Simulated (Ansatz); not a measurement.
**Formation energy of CaO in the rocksalt structure**

Level of theory: DFT, PBEsol, scalar-relativistic, no spin polarisation; plane waves to 420 eV with PAW datasets (Ansatz 0.2.0), Γ-centred 12×12×12 mesh, 0.05 eV Gaussian smearing; PAW files: Ansatz's generated set soft_2.

The compound is reported in the structure type of the start.

Symmetry: Fm-3m, No. 225, cubic system. Conventional cell: a = 4.767 Å, b = 4.767 Å, c = 4.767 Å, α = 90.00°, β = 90.00°, γ = 90.00°. Around Ca (site symmetry m-3m) lie 6 O at 2.38 Å. O (site symmetry m-3m) has 6 Ca at 2.38 Å as nearest neighbours. (Neighbours are counted to 15 % beyond the shortest distance.)

The elements were computed in their standard states (gases as isolated molecules) with the same datasets, cutoff and functional. Total energies depend on the potentials used, so only differences within one code and one set of settings carry meaning.

Energy of the relaxed cell (2 atoms, smearing extrapolated to zero): -2358.105 eV. Elements, in eV/atom: Ca -1793.732, O -558.283.

What is the formation energy?

[-2358.105 − (1 × -1793.732 + 1 × -558.283)] / 2 = -3.04 eV/atom, or -294 kJ per mole of atoms.

The value is for 0 K, without zero-point energy and without any correction for the binding of gas molecules. Uncorrected semilocal values for oxides, chalcogenides and halides often miss by tenths of an eV an atom. A negative value shows stability against the elements alone, not against other compounds or structures.

Formal charges Ca²⁺, O²⁻ balance and leave closed shells on every ion, so a band insulator is expected, and the gap is 3.54 eV.

Kohn–Sham gaps of semilocal functionals lie under measured ones, often by a third or more.
